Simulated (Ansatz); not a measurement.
# From HSE06 to G0W0: In5GaAsP5 (zincblende [001] superlattice), part 2 of 2

Wanted: the gap of In5GaAsP5 (zincblende [001] superlattice) with a many-body correction, and the time that it takes.

Ansatz 0.2.0; HSE06, then G0W0 on it, plane waves, PAW. Known limits of the many-body steps: finite bands, screening cutoff and k mesh; no spin-orbit coupling in G0W0; d shells not analysed.

So far. Step 2 (The starting point: HSE06): Over mesh and listed points the gap is 1.309 eV, direct, at k = Γ. The program's warnings for this run: metallic iterate.

In doubt: masses and optical values from hybrid runs of this build are listed as unsure (step 3), which bears on the screening that GW takes from such a start.

## Step 3: One-shot GW

G0W0 replaces the xc potential by a self-energy built once from the orbitals of the start. Levels are corrected in the window of bands that the input names, at points of the mesh.

This step: G0W0 on HSE06, plane waves, PAW; PAW set soft_1.

File input.yaml:

```yaml
crystal:
  lattice:
    - [4.1332598782, 0.0, 0.0]
    - [0.0, 4.1253048562, 0.0]
    - [0.0, 0.0, 17.5367592594]
  atoms:
    - { symbol: In, position: [0.0, 0.0, 0.0409443277] }
    - { symbol: P, position: [0.5, 0.0, 0.1251862792] }
    - { symbol: In, position: [0.5, 0.5, 0.2098120849] }
    - { symbol: P, position: [0.0, 0.5, 0.2940255058] }
    - { symbol: In, position: [0.0, 0.0, 0.378538387] }
    - { symbol: P, position: [0.5, 0.0, 0.4627472475] }
    - { symbol: In, position: [0.5, 0.5, 0.5472457918] }
    - { symbol: P, position: [0.0, 0.5, 0.6314348115] }
    - { symbol: In, position: [0.0, 0.0, 0.7158660317] }
    - { symbol: P, position: [0.5, 0.0, 0.8007035066] }
    - { symbol: Ga, position: [0.5, 0.5, 0.8727902691] }
    - { symbol: As, position: [0.0, 0.5, 0.9499982473] }
kpoints:
  mp_grid: { grid: [4, 4, 2] }
hamiltonian:
  xc: hse06
  pseudopotentials: { kind: paw, azcp: { folder: soft_1 } }
scf:
  occupations: { method: fixed }
gw:
  n_empty_bands: 579
  ecut_chi: 90
  qp_bands: [v4, c4]
  qp_kpoints: band_edges
  screening: { model: contour_deformation }
```

Command:

```
> ansatz run input.yaml --threads 3 --pin off --max-ram 92160MiB --backend cuda --events-out ev --progress --plain --runs-dir out --devices 1 --max-vram 13GiB
```

Numbers of over 12 decimals in the logs are rounded to 6 here.

Log:

```text
GPUs: using 1 of 1 available (devices: 1).
[...]
GPU FFT provider: cuFFT
GPU libraries: cuBLAS 13.8.2, cuFFT 12.4.0, cuSOLVER 12.3.4
Crystal: 12 atoms, lattice volume = 299.019 Å³
Basis set: ecut = 420 eV, 5803 PW (Γ)
Bands: 71, of which v1, the nominal top of the filled ones, is band 59 counted from 1 (58 counted from 0)
Symmetry: 4 space group operations
[...]
k-points: 18 of 32
[...]
GPU buffer pool allocated for 108000 grid points (all kernels)
[...]
SCF iter   1: F=—  HF=-40411.230449 eV  |F-HF|=—  |Δ(HF+E_count)|=         —  Δρ=3.58e-2  dr2=8.35e0  ethr=1.00e-1  ⟨swp⟩=5.2  Hψ=3973  notcnv=0
[...]
SCF iter  13: F=-40409.864032 eV  HF=-40409.864050 eV  |F-HF|=1.80e-5  |Δ(HF+E_count)|=   3.49e-6  Δρ=3.35e-5  dr2=2.11e-5  ethr=5.48e-8  ⟨swp⟩=3.9  Hψ=3018  notcnv=0
SCF 1 stopped early in 13 iterations: F = -40409.864032 eV  dr2 = 2.11e-5
[...]
GPU FFT provider: cuFFT
GPU libraries: cuBLAS 13.8.2, cuFFT 12.4.0, cuSOLVER 12.3.4
[...]
GPU buffer pool allocated for 108000 grid points (all kernels)
[...]
Frozen-core exchange: fock
SCF iter   1: F=—  HF=-40434.245471 eV  |F-HF|=—  |Δ(HF+E_count)|=         —  Δρ=7.00e-3  dr2=7.16e-2  ethr=1.79e-7  ⟨swp⟩=10.4  Hψ=9203  notcnv=0
[...]
SCF iter   8: F=-40434.254094 eV  HF=-40434.254098 eV  |F-HF|=4.15e-6  |Δ(HF+E_count)|=   5.12e-5  Δρ=4.50e-5  dr2=1.24e-5  ethr=5.54e-9  ⟨swp⟩=2.9  Hψ=6179  notcnv=0
SCF 2 stopped early in 8 iterations: F = -40434.254094 eV  dr2 = 1.24e-5
hybrid outer 1: dexx = +4.528e-2 eV, tail = 1.18e-4 eV
GPU FFT provider: cuFFT
GPU libraries: cuBLAS 13.8.2, cuFFT 12.4.0, cuSOLVER 12.3.4
GPU buffer pool allocated for 108000 grid points (all kernels)
[...]
Frozen-core exchange: fock
SCF iter   1: F=—  HF=-40434.253343 eV  |F-HF|=—  |Δ(HF+E_count)|=         —  Δρ=4.63e-5  dr2=8.93e-6  ethr=5.00e-7  ⟨swp⟩=3.2  Hψ=3100  notcnv=0
[...]
SCF iter   5: F=-40434.253345 eV  HF=-40434.253345 eV  |F-HF|=1.88e-8  |Δ(HF+E_count)|=   5.82e-9  Δρ=1.97e-6  dr2=3.73e-8  ethr=5.23e-11  ⟨swp⟩=4.1  Hψ=3462  notcnv=0
SCF 3 converged in 5 iterations: F = -40434.253345 eV  dr2 = 3.73e-8
[...]
NSCF: frozen V_eff on 18 k-points
Exchange-term sweep: 0 of 18 (spin, k) points
Exchange-term sweep: 1 of 18 (spin, k) points
Exchange-term sweep: 2 of 18 (spin, k) points
Exchange-term sweep: 3 of 18 (spin, k) points
Exchange-term sweep: 4 of 18 (spin, k) points
Exchange-term sweep: 5 of 18 (spin, k) points
Exchange-term sweep: 6 of 18 (spin, k) points
Exchange-term sweep: 7 of 18 (spin, k) points
Exchange-term sweep: 8 of 18 (spin, k) points
Exchange-term sweep: 9 of 18 (spin, k) points
Exchange-term sweep: 10 of 18 (spin, k) points
Exchange-term sweep: 11 of 18 (spin, k) points
Exchange-term sweep: 12 of 18 (spin, k) points
Exchange-term sweep: 13 of 18 (spin, k) points
Exchange-term sweep: 14 of 18 (spin, k) points
Exchange-term sweep: 15 of 18 (spin, k) points
Exchange-term sweep: 16 of 18 (spin, k) points
Exchange-term sweep: 17 of 18 (spin, k) points
Exchange-term sweep: 18 of 18 (spin, k) points
G₀W₀ screening: q 1/18
[... further progress lines ...]
[...]
Free energy (F): -40434.253345 eV
Frozen-core exchange: fock
[...]
Internal energy: -40434.253345 eV  (E = F + TS)
E sigma→0 (E₀):  -40434.253345 eV
Fermi energy:    6.740561 eV
[...]
--- Band table (eV; the first three rows and the last of 18) ---
  k-point 0: bands = [... 55 lower, 5.9620, 6.6465, 6.6632, 6.7406, 8.0497, 8.9544, 9.1354, 9.3047, ... 1 higher]
  k-point 1: bands = [... 55 lower, 6.3175, 6.3276, 6.4380, 6.5772, 8.7239, 8.9045, 9.1277, 9.1710, ... 1 higher]
  k-point 2: bands = [... 55 lower, 5.8637, 5.9086, 6.0241, 6.3940, 9.0643, 9.3373, 9.5902, 9.7960, ... 1 higher]
  k-point 17: bands = [... 55 lower, 3.8950, 3.9156, 4.0257, 4.0566, 9.3300, 9.4288, 9.4699, 9.6170, ... 1 higher]
  guard bands above this table: 7 of the run's 71 bands. The solve was not asked for them (output.publish_guard_bands: true or output.eigenvalues: true publishes all)
--- G₀W₀: contour deformation, 7 samples at zero and on the imaginary axis and 1 off it, 32 q-points, 579 empty bands' worth ---
  eigenvalues of the whole cell's RPA ε∞ on this k-mesh (on a slab, of 1 + 4πα/V) = 9.0369, 10.7225, 10.8857; static W/v taken at q = 0 is 0.088665
  gw.qp_kpoints: band_edges: 12 of 18 stored k-points solved, in 1 pass; an edge of the gap read off the rows below is read off those points alone
    valence top: of the k-points left out ik 8 came nearest to being solved in a further pass, in band 59 (counted from 1, as in the quasiparticle table): it holds the edge there only if its correction is more favourable than any solved in that band by at least 1.005 eV; those differ by 0.043 eV
    conduction bottom: of the k-points left out ik 11 came nearest to being solved in a further pass, in band 60 (counted from 1, as in the quasiparticle table): it holds the edge there only if its correction is more favourable than any solved in that band by at least 1.531 eV; those differ by 0.202 eV
    ik  band        ε_KS         Σx   Σc(E_QP)       V_xc       Z   E_QP_lin       E_QP  E_QP is
     0    56      5.9620   -16.0825     1.4652   -14.5137  0.7756     5.8582     5.8584  root
     0    57      6.6465   -16.2969     0.9869   -15.2491  0.7824     6.5856     6.5856  root
     0    58      6.6632   -16.7278     1.2763   -15.3744  0.7796     6.5861     6.5862  root
     0    59      6.7406   -16.6497     1.2546   -15.3109  0.7809     6.6562     6.6563  root
     0    60      8.0497   -10.0940    -3.4083   -13.5861  0.7993     8.1336     8.1335  root
     0    61      8.9544    -6.4409    -3.5788    -9.9386  0.8028     8.8734     8.8733  root
     0    62      9.1354    -7.4161    -3.6404   -11.0630  0.7970     9.1419     9.1419  root
     0    63      9.3047    -6.5232    -3.6259   -10.0891  0.8028     9.2448     9.2447  root
     1    56      6.3175   -16.4786     1.3741   -15.0244  0.7764     6.2373     6.2374  root
     1    57      6.3276   -16.4834     1.3624   -15.0405  0.7768     6.2470     6.2472  root
     1    58      6.4380   -16.4754     1.3191   -15.0663  0.7791     6.3479     6.3480  root
     1    59      6.5772   -16.3825     1.2784   -15.0051  0.7811     6.4780     6.4782  root
     1    60      8.7239    -9.2115    -3.4055   -12.6850  0.7920     8.7920     8.7919  root
     1    61      8.9045    -8.2741    -3.4878   -11.7632  0.7983     8.9058     8.9058  root
     1    62      9.1277    -8.1150    -3.5047   -11.6058  0.7974     9.1139     9.1139  root
     1    63      9.1710    -7.7923    -3.5229   -11.3008  0.7999     9.1566     9.1566  root
     2    56      5.8637   -16.2471     1.5160   -14.6374  0.7742     5.7699     5.7701  root
     2    57      5.9086   -16.0837     1.2955   -14.7039  0.7779     5.8242     5.8243  root
     2    58      6.0241   -15.9547     1.2492   -14.6123  0.7793     5.9308     5.9309  root
     2    59      6.3940   -16.6093     1.3693   -15.1588  0.7776     6.3126     6.3127  root
     2    60      9.0643    -8.8303    -3.5734   -12.4904  0.7960     9.1511     9.1510  root
     2    61      9.3373    -8.8252    -3.6858   -12.5650  0.7964     9.3913     9.3913  root
     2    62      9.5902    -7.6022    -3.7416   -11.3406  0.7960     9.5870     9.5870  root
     2    63      9.7960    -8.5380    -3.8022   -12.3856  0.7908     9.8414     9.8413  root
     3    56      5.8704   -16.0014     1.3111   -14.6042  0.7774     5.7842     5.7843  root
     3    57      5.9916   -15.9159     1.2548   -14.5649  0.7790     5.8953     5.8954  root
     3    58      6.1944   -16.4885     1.4244   -14.9819  0.7759     6.1121     6.1122  root
     3    59      6.2581   -16.4877     1.4017   -14.9983  0.7771     6.1703     6.1704  root
     3    60      9.1335    -8.8210    -3.5877   -12.4934  0.7951     9.2183     9.2182  root
     3    61      9.3786    -8.9760    -3.7024   -12.7454  0.7944     9.4456     9.4456  root
     3    62      9.6427    -7.9069    -3.7340   -11.6463  0.7946     9.6481     9.6481  root
     3    63      9.8419    -6.9738    -3.7795   -10.7225  0.7980     9.8111     9.8111  root
     4    56      5.5580   -16.1969     1.6324   -14.4751  0.7709     5.4684     5.4686  root
     4    57      5.5707   -16.2112     1.6328   -14.4911  0.7708     5.4833     5.4835  root
     4    58      5.5816   -16.2227     1.6304   -14.5050  0.7711     5.4942     5.4943  root
     4    59      5.5921   -16.2364     1.6308   -14.5219  0.7706     5.5084     5.5085  root
     4    60      9.0095    -9.0228    -3.5481   -12.6800  0.7953     9.1188     9.1186  root
     4    61      9.3618    -8.8552    -3.6843   -12.5994  0.7951     9.4217     9.4216  root
     4    62      9.3778    -8.8541    -3.6840   -12.5929  0.7955     9.4326     9.4325  root
     4    63      9.4282    -8.9051    -3.7140   -12.6809  0.7942     9.4900     9.4900  root
[...]
16    60      8.9092    -6.3967    -3.4541    -9.7578  0.8079     8.8164     8.8162  root
    16    61      9.0563    -6.3094    -3.4794    -9.6820  0.8075     8.9496     8.9494  root
    16    62      9.4922    -7.6974    -3.6494   -11.3501  0.8002     9.4954     9.4954  root
    16    63      9.6013    -7.4800    -3.6568   -11.1393  0.7998     9.6038     9.6038  root
    17    56      3.8950   -15.1947     1.9697   -13.1260  0.7570     3.7959     3.7962  root
    17    57      3.9156   -15.2158     1.9747   -13.1451  0.7566     3.8194     3.8197  root
    17    58      4.0257   -15.1255     1.8694   -13.1363  0.7611     3.9055     3.9058  root
    17    59      4.0566   -15.3911     1.9523   -13.3354  0.7580     3.9530     3.9532  root
    17    60      9.3300    -6.6079    -3.5296   -10.0610  0.8036     9.2535     9.2534  root
    17    61      9.4288    -6.4790    -3.5501    -9.9405  0.8034     9.3402     9.3401  root
    17    62      9.4699    -6.5275    -3.5585    -9.9978  0.8033     9.3818     9.3817  root
    17    63      9.6170    -6.4235    -3.5845    -9.9017  0.8029     9.5109     9.5107  root
```

Wall time 3.7 min (1 × NVIDIA H100 80GB HBM3 (shared by 6 runs) with 3 threads of AMD EPYC 7R13 (Zen 3), shared host); peak memory 4.1 GiB.

Numbers from this step:

* bands summed: 638
* RPA ε∞ on this mesh (eigenvalues): 9.037, 10.72, 10.89
* plane waves in the screening matrix: 575
* q-points in the mesh: 32
* G0W0 gap over the corrected points: 1.477 eV
* k of the valence top: 0, 0, 0
* k of the conduction bottom: 0, 0, 0
* starting gap on the mesh: 1.309 eV
* Z at the valence top: 0.7809
* Z at the conduction bottom: 0.7993
* least direct G0W0 gap over the corrected points: 1.477 eV

Over 12 of 18 irreducible mesh points the G0W0 gap is 1.477 eV, direct, at k = Γ. The HSE06 gap of this run on the mesh is 1.309 eV. The two states that bound the G0W0 gap lie that far apart at the start, so the correction of the gap is 1.477 − 1.309 = +0.168 eV. The program's warnings for this run: metallic iterate.

Labels follow the order of the start: v1 is the top filled band, c1 the lowest empty one; levels that stay degenerate share a row, the window can cut a multiplet, doubted levels are not marked in this list, bands outside the window were not corrected, and the list may be a part of the corrected levels. Levels before and after the correction, in eV, zero at the valence-band top of each column:

```tsv
	conduction bottom	valence top
HSE06	1.31	0.00
G0W0	1.48	0.00
```

```tsv
	level	occupation	energy (eV)
HSE06	Γ v4	2	-0.779
HSE06	Γ v3	2	-0.094
HSE06	Γ v2	2	-0.077
HSE06	Γ v1	2	0.000
HSE06	Γ c1	0	1.309
HSE06	Γ c2	0	2.214
HSE06	Γ c3	0	2.395
HSE06	Γ c4	0	2.564
G0W0	Γ v4	2	-0.798
G0W0	Γ v3	2	-0.071
G0W0	Γ v2	2	-0.070
G0W0	Γ v1	2	0.000
G0W0	Γ c1	0	1.477
G0W0	Γ c2	0	2.217
G0W0	Γ c3	0	2.486
G0W0	Γ c4	0	2.588
```

The parts of the quasiparticle energy for the two states that bound the G0W0 gap, in eV on the run's own scale (QP = start + Σx + Σc − Vxc, with Σc at the quasiparticle energy):

```tsv
edge	k	band	start	Σx	Σc	Vxc	Z	QP
valence top	Γ	59	6.741	−16.650	1.255	−15.311	0.781	6.656
conduction bottom	Γ	60	8.050	−10.094	−3.408	−13.586	0.799	8.133
```

For a hybrid start, Vxc holds its share of exact exchange.

## Step 4: The runs together

Each gap is the least one over the points named; times are wall times on shared hosts, not benchmarks. A G0W0 time includes the run's own self-consistent start. Runs with listed points see these and the mesh alone, so an edge that moves elsewhere is missed.

```tsv
level	mesh	files, cutoff	bands summed, screening	points	gap (eV)	valence top	conduction bottom	least direct gap (eV)	time
HSE06	4×4×2	soft_1 PAW, 420 eV	-	mesh and listed points	1.309	Γ	Γ	1.309	67 s
G0W0@HSE06	4×4×2	soft_1 PAW, 420 eV	638, 90 eV	12 of 18 irreducible mesh points	1.477	Γ	Γ	1.477	3.7 min
```

## Step 5: What came out

```json
{"HSE06 gap over mesh and listed points": "1.309 eV, direct, at k = Γ", "G0W0@HSE06 gap over 12 of 18 irreducible mesh points": "1.477 eV, direct, at k = Γ", "GW settings": "4×4×2 mesh, 579 empty bands, screening to 90 eV, PAW set soft_1 files", "known limits": "finite bands, screening cutoff and k mesh; no spin-orbit coupling in G0W0; d shells not analysed"}
```

**Reading.** Over 12 of 18 irreducible mesh points the G0W0 gap is 1.477 eV, direct, at k = Γ. The HSE06 gap of this run on the mesh is 1.309 eV. The two states that bound the G0W0 gap lie that far apart at the start, so the correction of the gap is 1.477 − 1.309 = +0.168 eV. The valence state moves by 6.656 − 6.741 = −0.085 eV and the conduction state by 8.133 − 8.050 = +0.083 eV, on the run's own scale; how far single levels stand from their limit in bands is not shown. Both edges that HSE06 shows over mesh and listed points lie at k points where levels were corrected. Levels at other points were not corrected, so a lower G0W0 gap elsewhere in the zone is not ruled out. No second run with other bands and screening cutoff is shown, so the distance to the basis limit is not known. On another start, G0W0@PBEsol runs of this series (4×4×2 mesh, soft_1 PAW; not shown as steps) give 1.010 eV with 374 bands and 60 eV and 0.995 eV with 1306 bands and 150 eV. G0W0 on other starts in this series, not shown as steps and not all at these settings: 1.010 eV on PBEsol (4×4×2, soft_1 PAW, 374 bands, 60 eV). Two runs of this series at another level, not shown as steps, test spin-orbit coupling. PBEsol+SOC against PBEsol: 0.399 − 0.428 = −0.029 eV, with the same mesh, set of files (read in its fully relativistic form for the spin-orbit run) and cutoff, and both edges at the same k points. The spin-orbit run sees mesh and listed points alone, so its gap is an upper bound: the coupling can move an edge off these points, the more so as this crystal has no centre of inversion, and the change over the zone, its sign included where it is small, is not known. What spin-orbit coupling does to the G0W0 levels was not computed, so no sum with the G0W0 gap is formed. For the G0W0 step: the program's warnings for this run: metallic iterate. The G0W0 runs are scalar-relativistic. One-shot GW is known to converge slowly in bands for compounds with shallow d shells. The cell holds Ga and In; the filling of the d shell and its place against the gap were not analysed here. No pair of G0W0 runs that differ in the mesh alone is shown (4×4×2 is a supercell whose nearest images lie 17 Å apart), so the error from the mesh is not known here. G0W0 is shown with one set of atomic data (soft_1 PAW), so the error from the files is not known here.

[Paths, hosts, dates, memory and timing lines, banners, echoed tables and standing remarks are left out of the program output.]

[Logs are printed without paths, hosts, clocks, repeated set-up lines and the standing remarks that a program may print on its own settings, such as how far it seeks lower states.]

[Runs of the session that timed out or met a known fault of the program may be left out.]

[Cells called generated may have been cut or substituted from an entry of the Crystallography Open Database or the Materials Project.]

[Hosts, paths, dates, database ids (printed as entryN), source tags and the programs' standing remarks are cut or masked in the printed files.]

[Where an RPA ε∞ is given, it is that of the G0W0 mesh and is not shown converged in it. Names of k-points follow the symmetry that the program found, which can be lower than the space group named. Band edges on a path are those of the sampled points; other points can move an edge, and change direct to indirect where valleys lie close.]

[Hybrid gaps are those of their k-mesh and are not shown converged in it.]
